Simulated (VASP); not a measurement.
**BAs (rocksalt), r²SCAN single-point calculation: Ansatz's output and VASP's**

```
B As
1.0
     0.00000    2.30529    2.30529
     2.30529    0.00000    2.30529
     2.30529    2.30529    0.00000
B As
1 1
Direct
  0.00000 0.00000 0.00000
  0.50000 0.50000 0.50000
```

Ansatz printed

```
SCF 1 converged in 6 iterations: F = -5019.261072 eV  dr2 = 8.58e-10
  greatest PAW one-centre occupation: 0.999 electrons in one spin orbital (limit 2), on the As atom at site 1 (counted from 0), in its partial waves of l = 2
NSCF: frozen V_eff on 7 k-points
SCF converged after 6 iterations
Free energy (F): -5019.261072 eV
Harris-Foulkes:  -5019.261072 eV  (|F-HF|=1.84e-9)
Internal energy: -5019.259772 eV  (E = F + TS)
E sigma→0 (E₀):  -5019.260422 eV
Entropy (-TS):   -0.001300 eV (-0.650 meV/atom)
Fermi energy:    12.793875 eV
--- Per-component energies (eV) ---
  E_band       = -191.211840
  E_kinetic    = 147.459282
  E_local      = -1514.021108  (includes V_loc(G=0)·N_el)
  E_nonlocal   = -656.883162
  E_hartree    = 867.135461
  E_xc         = -104.590211
  E_vxc        = -124.458859  (∫ρ·V_xc dr)
  E_paw        = -1928.366989  (= ΣΔE_a)
  E_vpaw       = 216.035664  (= ΣTr[D̂ρ^β])
  E_aug_tail   = -0.000007  (compensation charges beyond the density's cutoff)
  E_vtau       = 6.385974  (kinetic-family band-sum trace: ∫τ·v_τ [+ j·A + Jᵃ·Aᵃ] dr)
  E_ewald      = -1828.517189
  E_core_change = -1.475850  (= ΣΔE_core)
  E_smearing   = -0.001300  (= −TS)
  E_closure    = -0.000000  (closes the sum)
  Σ components = -5019.261072   (vs F -5019.261072, Δ=0.00e0)
--- Forces (eV/Å), atoms counted from 1 ---
  atom   1  B     -0.00000000    -0.00000000    -0.00000000
  atom   2  As     0.00000000    -0.00000000    -0.00000000
  max |Σ_I F_I| component: 3.04e-31 eV/Å
--- Stress (GPa, compression-positive) ---
       -1.385945       0.000000      -0.000000
        0.000000      -1.385945       0.000000
        0.000000       0.000000      -1.385945
  P = ⅓ Tr σ = -1.3859 GPa (-13.859 kbar)
--- Band table (eV; the first three rows and the last of 47) ---
  k-point 0: bands = ["-24.0789", "-24.0789", "-24.0740", "-24.0740", "-24.0740", "-3.9207", "12.7701", "12.7701", "12.7701", "16.6458", "21.0023", "21.0023", "21.0023"]
  k-point 1: bands = ["-24.0792", "-24.0792", "-24.0737", "-24.0729", "-24.0729", "-3.7191", "11.3676", "12.7564", "12.7564", "17.3154", "20.0055", "20.0055", "20.7008"]
  k-point 2: bands = ["-24.0806", "-24.0806", "-24.0729", "-24.0694", "-24.0694", "-3.1183", "8.8064", "12.7722", "12.7722", "17.7562", "18.2263", "18.2263", "20.0517"]
  k-point 46: bands = ["-24.0886", "-24.0752", "-24.0722", "-24.0634", "-24.0534", "2.0256", "5.5834", "5.6124", "6.8081", "14.8953", "18.6293", "21.1903", "24.6021"]
```

Each program uses its own PAW datasets. VASP's cell holds 8 valence electrons and Ansatz's 18. Ansatz's stress includes a Pulay correction; VASP's doesn't.

**Question.** What does VASP give for the same cell and level of theory?

**Answer.** gap between bands v and c -5.35 eV (bands overlap: a metal); least direct gap 0.14 eV; pressure -1.3 GPa.

From OUTCAR

```
k-points           NKPTS =     47   k-points in BZ     NKDIM =     47   number of bands    NBANDS=     11

   NELECT =       8.0000    total number of electrons

   dimension x,y,z NGX =    24 NGY =   24 NGZ =   24
   dimension x,y,z NGXF=    48 NGYF=   48 NGZF=   48

  energy-cutoff  :      520.00
  volume of cell :       24.50
      direct lattice vectors                 reciprocal lattice vectors
     0.000000000  2.305287317  2.305287317    -0.216892704  0.216892704  0.216892704
     2.305287317  0.000000000  2.305287317     0.216892704 -0.216892704  0.216892704
     2.305287317  2.305287317  0.000000000     0.216892704  0.216892704 -0.216892704

 k-points in reciprocal lattice and weights: KPOINTS created by Atomic Simulation Env
   0.00000000  0.00000000  0.00000000       0.001
   0.10000000  0.00000000  0.00000000       0.008
   0.20000000  0.00000000  0.00000000       0.008
   0.30000000  0.00000000  0.00000000       0.008
   0.40000000  0.00000000  0.00000000       0.008
   0.50000000  0.00000000  0.00000000       0.004
   0.10000000  0.10000000  0.00000000       0.006
   0.20000000  0.10000000  0.00000000       0.024
   ...

 E-fermi :   7.2038

 k-point     1 :       0.0000    0.0000    0.0000
  band No.  band energies     occupation
      1      -9.5029      2.00000
      2       7.1791      1.54901
      3       7.1791      1.54900
      4       7.1791      1.54900
      5      11.0510      0.00000
      6      15.4182      0.00000
      7      15.4182      0.00000
      8      15.4182      0.00000
      9      16.5696      0.00000
     10      16.5696      0.00000
     11      16.5696      0.00000

 k-point     2 :       0.1000    0.0000    0.0000
  band No.  band energies     occupation
      1      -9.3016      2.00000
      2       5.7771      2.00000
      3       7.1656      1.74231
      4       7.1656      1.74230
      5      11.7198      0.00000
      6      14.4126      0.00000
      7      14.4126      0.00000
      8      15.1165      0.00000
      9      16.5900      0.00000
     10      17.0144      0.00000
     11      17.0144      0.00000

 k-point     3 :       0.2000    0.0000    0.0000
  band No.  band energies     occupation
      1      -8.7019      2.00000
      2       3.2167      2.00000
      3       7.1818      1.50064
      4       7.1818      1.50063
      5      12.1581      0.00000
      6      12.6321      0.00000
      7      12.6321      0.00000
      8      14.4687      0.00000
      9      17.4274      0.00000
     10      18.2646      0.00000
     11      18.2646      0.00000

 k-point     4 :       0.3000    0.0000    0.0000
  band No.  band energies     occupation
      1      -7.7222      2.00000
      2       0.5846      2.00000
      3       7.3446      0.00175
      4       7.3446      0.00175
      5      10.9436      0.00000
      6      10.9436      0.00000
      7      12.0646      0.00000
      8      13.8002      0.00000
      9      19.1068      0.00000
     10      20.1902      0.00000
     11      20.1902      0.00000

 k-point     5 :       0.4000    0.0000    0.0000
  band No.  band energies     occupation
      1      -6.4404      2.00000
      2      -1.7548      2.00000
      3       7.7548      0.00000
      4       7.7548      0.00000
      5       9.5450      0.00000
      6       9.5450      0.00000
      7      11.9214      0.00000
      8      13.3027      0.00000
      9      21.0231      0.00000
     10      22.6303      0.00000
     11      22.6303      0.00000

 k-point     6 :       0.5000    0.0000    0.0000
  band No.  band energies     occupation
      1      -5.4868      2.00000
      2      -3.0698      2.00000
      3       8.4107      0.00000
      4       8.4107      0.00000
      5       8.5496      0.00000
      6       8.5496      0.00000
      7      11.8724      0.00000
      8      13.1162      0.00000
      9      22.1475      0.00000
     10      24.6943      0.00000
     11      24.6943      0.00000

 k-point     7 :       0.1000    0.1000    0.0000
  band No.  band energies     occupation
      1      -9.2344      2.00000
      2       6.3561      2.00000
      3       6.5838      2.00000
      4       6.5838      2.00000
      5      11.9499      0.00000
      6      13.0117      0.00000
      7      15.4429      0.00000
      8      15.6007      0.00000
      9      15.6007      0.00000
     10      17.7503      0.00000
     11      17.7503      0.00000

 k-point     8 :       0.2000    0.1000    0.0000
  band No.  band energies     occupation
      1      -8.7669      2.00000
      2       4.1780      2.00000
      3       6.1532      2.00000
      4       7.0341      1.99959
      5      10.5660      0.00000
      6      13.2865      0.00000
      7      14.8446      0.00000
      8      15.0694      0.00000
      9      15.6203      0.00000
     10      18.9895      0.00000
     11      19.1230      0.00000

 ...

  Total       -0.1988357     -0.1988357     -0.1988357      0.0000000      0.0000000      0.0000000
  in kB      -13.0016917    -13.0016917    -13.0016917      0.0000000      0.0000000      0.0000000
  external PRESSURE =     -13.0016917 kB  Pullay stress =       0.0000000 kB

 POSITION                                       TOTAL-FORCE (eV/Angst)
 -----------------------------------------------------------------------------------
      0.00000      0.00000      0.00000        -0.000000     -0.000000      0.000000
      2.30529      2.30529      2.30529         0.000000      0.000000      0.000000
 -----------------------------------------------------------------------------------
    total drift:                                0.000000     -0.000000     -0.000000

  FREE ENERGIE OF THE ION-ELECTRON SYSTEM (eV)
  ---------------------------------------------------
  free  energy   TOTEN  =       -20.1797128201 eV

  energy  without entropy=      -20.1784257325  energy(sigma->0) =      -20.17906928
```
